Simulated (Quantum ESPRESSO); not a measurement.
# Mo in Quantum ESPRESSO: work function with PBE

Aim: the work function of Mo with PBE.

All numbers are computed with Quantum ESPRESSO 7.5; they aren't measurements. Logs are shortened: lines on timing, memory, paths and dates and some standing lists are left out, and cuts for length are marked.

## 1. The structure

The cell holds a slab with vacuum, 6 atoms: a = 2.850 Å, b = 2.850 Å, c = 25.075 Å, α = 90.00°, β = 90.00°, γ = 90.00°.

## 2. Work function, PBE

pw.in

```
&CONTROL
  calculation = 'scf'
  prefix = 'pwscf'
  outdir = './tmp'
  pseudo_dir = './pseudo'
  tprnfor = .true.
  disk_io = 'low'
/
&SYSTEM
  ibrav = 0
  celldm(1) = 8
  nat = 6
  ntyp = 1
  ecutwfc = 80
  nbnd = 55
  occupations = 'smearing'
  smearing = 'fd'
  degauss = 0.00367493
/
&ELECTRONS
  conv_thr = 6d-09
  electron_maxstep = 150
  mixing_beta = 0.3
  mixing_mode = 'local-TF'
/
ATOMIC_SPECIES
Mo    95.9500 Mo.upf
CELL_PARAMETERS alat
  0.6731299717440  -0.0000000000000   0.0000000000000
 -0.0000000000000   0.6731299717440   0.0000000000000
  0.0000000000000   0.0000000000000   5.9231103218739
ATOMIC_POSITIONS crystal
Mo     0.5000000000    0.5000000000    0.2991026919
Mo     0.0000000000    0.0000000000    0.3794616152
Mo     0.5000000000    0.5000000000    0.4598205384
Mo     0.0000000000    0.0000000000    0.5401794616
Mo     0.5000000000    0.5000000000    0.6205383848
Mo     0.0000000000    0.0000000000    0.7008973081
K_POINTS automatic
9 9 1 0 0 0
```

pp_density.in

```
&INPUTPP
  prefix = 'pwscf'
  outdir = './tmp'
  filplot = 'density.dat'
  plot_num = 0
/
&PLOT
  nfile = 1
  filepp(1) = 'density.dat'
  iflag = 3
  output_format = 6
  fileout = 'density.cube'
/
```

pp_potential.in

```
&INPUTPP
  prefix = 'pwscf'
  outdir = './tmp'
  filplot = 'potential.dat'
  plot_num = 11
/
&PLOT
  nfile = 1
  filepp(1) = 'potential.dat'
  iflag = 3
  output_format = 6
  fileout = 'potential.cube'
/
```

pp_elf.in

```
&INPUTPP
  prefix = 'pwscf'
  outdir = './tmp'
  filplot = 'elf.dat'
  plot_num = 8
/
&PLOT
  nfile = 1
  filepp(1) = 'elf.dat'
  iflag = 3
  output_format = 6
  fileout = 'elf.cube'
/
```

Potentials or basis: PseudoDojo 0.4.1 SR PBE standard.

Run with:

```
$ OMP_NUM_THREADS=1 pw.x -in pw.in > pw.out
$ OMP_NUM_THREADS=1 pp.x -in pp_density.in > pp_density.out
$ OMP_NUM_THREADS=1 pp.x -in pp_potential.in > pp_potential.out
$ OMP_NUM_THREADS=1 pp.x -in pp_elf.in > pp_elf.out
```

pw.out:

```text
This program is part of the open-source Quantum ESPRESSO suite
     for quantum simulation of materials; please cite
         "P. Giannozzi et al., J. Phys.:Condens. Matter 21 395502 (2009);
         "P. Giannozzi et al., J. Phys.:Condens. Matter 29 465901 (2017);
         "P. Giannozzi et al., J. Chem. Phys. 152 154105 (2020);
     in publications or presentations arising from this work. More details at

     Message from routine setup:
     using ibrav=0 with symmetry is DISCOURAGED, use correct ibrav instead

     G-vector sticks info
     --------------------
     sticks:   dense  smooth     PW     G-vecs:    dense   smooth      PW
     Sum         749     749    221               133097   133097   21125

     Using Slab Decomposition

     bravais-lattice index     =            0
     lattice parameter (alat)  =       8.0000  a.u.
     unit-cell volume          =    1374.0978 (a.u.)^3
     number of atoms/cell      =            6
     number of atomic types    =            1
     number of electrons       =        84.00
     number of Kohn-Sham states=           55
     kinetic-energy cutoff     =      80.0000  Ry
     charge density cutoff     =     320.0000  Ry
     scf convergence threshold =      6.0E-09
     mixing beta               =       0.3000
     number of iterations used =            8  local-TF  mixing
     Exchange-correlation= PBE
                           (   1   4   3   4   0   0   0)

     celldm(1)=   8.000000  celldm(2)=   0.000000  celldm(3)=   0.000000
     celldm(4)=   0.000000  celldm(5)=   0.000000  celldm(6)=   0.000000

     crystal axes: (cart. coord. in units of alat)
               a(1) = (   0.673130  -0.000000   0.000000 )
               a(2) = (  -0.000000   0.673130   0.000000 )
               a(3) = (   0.000000   0.000000   5.923110 )

     reciprocal axes: (cart. coord. in units 2 pi/alat)
               b(1) = (  1.485597  0.000000 -0.000000 )
               b(2) = (  0.000000  1.485597 -0.000000 )
               b(3) = ( -0.000000 -0.000000  0.168830 )

     PseudoPot. # 1 for Mo read from file:
     Mo.upf
     Pseudo is Norm-conserving + core correction, Zval = 14.0
     Generated using ONCVPSP code by D. R. Hamann
     Using radial grid of 1640 points,  6 beta functions with:
                l(1) =   0
                l(2) =   0
                l(3) =   1
                l(4) =   1
                l(5) =   2
                l(6) =   2

     atomic species   valence    mass     pseudopotential
     Mo               14.00    95.95000     Mo( 1.00)

     16 Sym. Ops., with inversion, found ( 8 have fractional translation)

   Cartesian axes

     site n.     atom                  positions (alat units)
         1        Mo     tau(   1) = (   0.3365650   0.3365650   1.7716182  )
         2        Mo     tau(   2) = (   0.0000000   0.0000000   2.2475930  )
         3        Mo     tau(   3) = (   0.3365650   0.3365650   2.7235678  )
         4        Mo     tau(   4) = (   0.0000000   0.0000000   3.1995425  )
         5        Mo     tau(   5) = (   0.3365650   0.3365650   3.6755173  )
         6        Mo     tau(   6) = (   0.0000000   0.0000000   4.1514921  )

     number of k points=    15  Fermi-Dirac smearing, width (Ry)=  0.0037
                       cart. coord. in units 2pi/alat
        k(    1) = (   0.0000000   0.0000000   0.0000000), wk =   0.0246914
        k(    2) = (   0.0000000   0.1650664   0.0000000), wk =   0.0987654
        k(    3) = (   0.0000000   0.3301327   0.0000000), wk =   0.0987654
        k(    4) = (   0.0000000   0.4951991   0.0000000), wk =   0.0987654
        k(    5) = (   0.0000000   0.6602654   0.0000000), wk =   0.0987654
        k(    6) = (   0.1650664   0.1650664   0.0000000), wk =   0.0987654
        k(    7) = (   0.1650664   0.3301327   0.0000000), wk =   0.1975309
        k(    8) = (   0.1650664   0.4951991   0.0000000), wk =   0.1975309
        k(    9) = (   0.1650664   0.6602654   0.0000000), wk =   0.1975309
        k(   10) = (   0.3301327   0.3301327   0.0000000), wk =   0.0987654
        k(   11) = (   0.3301327   0.4951991   0.0000000), wk =   0.1975309
        k(   12) = (   0.3301327   0.6602654   0.0000000), wk =   0.1975309
        k(   13) = (   0.4951991   0.4951991   0.0000000), wk =   0.0987654
        k(   14) = (   0.4951991   0.6602654   0.0000000), wk =   0.1975309
        k(   15) = (   0.6602654   0.6602654   0.0000000), wk =   0.0987654

     Dense  grid:   133097 G-vectors     FFT dimensions: (  32,  32, 270)

     Initial potential from superposition of free atoms

     starting charge      83.9914, renormalised to      84.0000

     negative rho (up, down):  3.614E-05 0.000E+00
     Starting wfcs are   60 randomized atomic wfcs

     Self-consistent Calculation

     iteration #  1     ecut=    80.00 Ry     beta= 0.30
     Davidson diagonalization with overlap
     ethr =  1.00E-02,  avg # of iterations =  2.7

     total energy              =    -843.05299415 Ry
     estimated scf accuracy    <       7.30601059 Ry

     iteration #  2     ecut=    80.00 Ry     beta= 0.30
     Davidson diagonalization with overlap
     ethr =  8.70E-03,  avg # of iterations =  1.0

     total energy              =    -842.99818197 Ry
     estimated scf accuracy    <       1.27340065 Ry

     iteration #  3     ecut=    80.00 Ry     beta= 0.30
     Davidson diagonalization with overlap
     ethr =  1.52E-03,  avg # of iterations =  1.1

     total energy              =    -842.90398275 Ry
     estimated scf accuracy    <       0.28315249 Ry

     iteration #  4     ecut=    80.00 Ry     beta= 0.30
     Davidson diagonalization with overlap
     ethr =  3.37E-04,  avg # of iterations =  2.3

     total energy              =    -842.94789108 Ry
     estimated scf accuracy    <       0.12358538 Ry

     iteration #  5     ecut=    80.00 Ry     beta= 0.30
     Davidson diagonalization with overlap
     ethr =  1.47E-04,  avg # of iterations =  1.5
[... 83 lines left out ...]
     total energy              =    -842.94759321 Ry
     estimated scf accuracy    <       0.00000039 Ry

     iteration # 16     ecut=    80.00 Ry     beta= 0.30
     Davidson diagonalization with overlap
     ethr =  4.67E-10,  avg # of iterations =  5.8

     total energy              =    -842.94759371 Ry
     estimated scf accuracy    <       0.00000012 Ry

     iteration # 17     ecut=    80.00 Ry     beta= 0.30
     Davidson diagonalization with overlap
     ethr =  1.48E-10,  avg # of iterations =  2.2

     total energy              =    -842.94759381 Ry
     estimated scf accuracy    <       0.00000001 Ry

     iteration # 18     ecut=    80.00 Ry     beta= 0.30
     Davidson diagonalization with overlap
     ethr =  1.40E-11,  avg # of iterations =  4.2

     End of self-consistent calculation

          k = 0.0000 0.0000 0.0000 ( 16671 PWs)   bands (ev):

   -53.3873 -53.3834 -53.2730 -53.2488 -53.1576 -53.0493 -27.8418 -27.7682
   -27.5232 -27.2870 -27.1507 -27.1507 -27.1300 -27.1300 -27.0438 -26.9972
   -26.9972 -26.9306 -26.9306 -26.8446 -26.8446 -26.7866 -26.7147 -26.7147
     1.0544   1.8148   2.7869   2.8155   3.1927   3.4193   3.4240   3.7983
     4.4451   5.1947   5.9165   6.5241   6.8489   6.9100   6.9100   6.9615
     7.3853   7.3853   8.1334   8.2224   8.2224   8.2327   9.0384   9.2567
     9.2731   9.2731   9.4185   9.6376  10.0492  10.4128  10.4128

          k = 0.0000 0.1651 0.0000 ( 16621 PWs)   bands (ev):

   -53.3745 -53.3713 -53.2638 -53.2428 -53.1516 -53.0474 -27.8108 -27.7563
   -27.5499 -27.3574 -27.1958 -27.1866 -27.1338 -27.1155 -27.1148 -27.0427
   -26.9872 -26.9493 -26.9345 -26.9274 -26.8448 -26.7733 -26.7678 -26.7187
     1.3648   2.0893   3.0299   3.0496   3.4378   3.6553   3.6739   4.0347
     4.6514   5.3371   5.9914   6.5359   6.5535   6.8577   6.8924   7.0090
     7.3828   7.4326   7.6841   7.9223   8.0395   8.2617   8.8259   8.9502
     9.0572   9.1661   9.2729   9.4659   9.8787  10.0054  10.0505

          k = 0.0000 0.3301 0.0000 ( 16629 PWs)   bands (ev):

   -53.3411 -53.3395 -53.2412 -53.2285 -53.1351 -53.0444 -27.7425 -27.7342
   -27.6499 -27.5376 -27.3654 -27.3229 -27.2067 -27.1964 -27.0882 -27.0863
   -27.0763 -27.0006 -26.9615 -26.9207 -26.8463 -26.8462 -26.7962 -26.7320
     2.1749   2.7073   3.3889   3.5574   3.8685   3.9053   4.4151   4.7956
     5.4778   5.9475   6.0474   6.2280   6.3186   6.8025   6.8192   7.0979
     7.2331   7.2334   7.2946   7.6178   7.6279   8.1026   8.1878   8.2369
     8.7610   8.8709   9.4581   9.4986   9.5862   9.7375  10.1829
[... 101 lines left out ...]
          k = 0.4952 0.6603 0.0000 ( 16555 PWs)   bands (ev):

   -53.2202 -53.2202 -53.1571 -53.1570 -53.0275 -53.0155 -27.7596 -27.7506
   -27.7137 -27.7026 -27.6401 -27.6305 -27.4166 -27.4100 -27.3721 -27.3537
   -27.3194 -27.2714 -27.1967 -27.1860 -27.1065 -27.1010 -27.0358 -27.0194
     3.3218   3.3961   3.7711   3.7717   4.0355   4.1650   4.2893   4.3272
     4.7610   4.8194   5.1027   5.1869   6.3868   6.6047   7.4192   7.6734
     8.4857   8.6334   8.7598   8.8074   9.1424   9.1880   9.2701   9.4955
    10.1034  10.4188  11.0689  11.0779  11.0873  11.3468  11.9028

          k = 0.6603 0.6603 0.0000 ( 16572 PWs)   bands (ev):

   -53.2051 -53.2051 -53.1424 -53.1423 -53.0088 -53.0046 -27.8068 -27.8018
   -27.7618 -27.7568 -27.6018 -27.5790 -27.4870 -27.4459 -27.4007 -27.3678
   -27.3197 -27.3177 -27.2352 -27.2226 -27.1560 -27.1523 -27.0956 -27.0848
     2.9443   2.9661   3.4710   3.5380   3.5786   3.6868   4.1016   4.2008
     4.2417   4.3486   5.2016   5.2528   6.4782   6.6051   7.9866   8.2023
     8.7555   8.8809   9.6397   9.6463   9.9741  10.0885  10.5139  10.6243
    10.7809  11.4835  11.5238  11.5300  11.5975  11.6065  11.6419

     the Fermi energy is     7.4561 ev

!    total energy              =    -842.94759387 Ry
     estimated scf accuracy    <          4.9E-09 Ry
     smearing contrib. (-TS)   =      -0.00547661 Ry
     internal energy E=F+TS    =    -842.94211726 Ry

     The total energy is F=E-TS. E is the sum of the following terms:
     one-electron contribution =   -6695.12703299 Ry
     hartree contribution      =    3358.88295600 Ry
     xc contribution           =    -123.20449888 Ry
     ewald contribution        =    2616.50645861 Ry

     convergence has been achieved in  18 iterations

     Forces acting on atoms (cartesian axes, Ry/au):

     atom    1 type  1   force =     0.00000000    0.00000000    0.01910933
     atom    2 type  1   force =     0.00000000    0.00000000   -0.00865716
     atom    3 type  1   force =     0.00000000    0.00000000   -0.00396945
     atom    4 type  1   force =     0.00000000    0.00000000    0.00396945
     atom    5 type  1   force =     0.00000000    0.00000000    0.00865716
     atom    6 type  1   force =     0.00000000    0.00000000   -0.01910933

     Total force =     0.030195     Total SCF correction =     0.000269

=------------------------------------------------------------------------------=
   JOB DONE.
=------------------------------------------------------------------------------=
```

Run time: 2.9 min. Hardware: 1 thread of AMD EPYC 9R45 (Zen 5), shared host; peak memory 0.43 GiB.

What came out:

| Item | Value |
| --- | --- |
| Free energy | -11468.8863 eV |
| Largest force | 0.491 eV/Å |
| Band gap on the k mesh | none (metal or under the smearing width) |
| Work function of the upper face | 4.36 eV |
| Work function of the lower face | 4.36 eV |

Forces in eV/Å, atoms in the order of the input:
```
Mo   0.000  0.000  0.491
Mo   0.000  0.000 -0.223
Mo   0.000  0.000 -0.102
Mo   0.000  0.000  0.102
Mo   0.000  0.000  0.223
Mo   0.000  0.000 -0.491
```

Levels at points of the mesh, in eV from the Fermi level:
```tsv
k point	band 40	band 41	band 42	band 43	band 44	band 45
(0.00, 0.00, 0.00)	-0.49	-0.07	-0.07	0.68	0.77	0.77
```
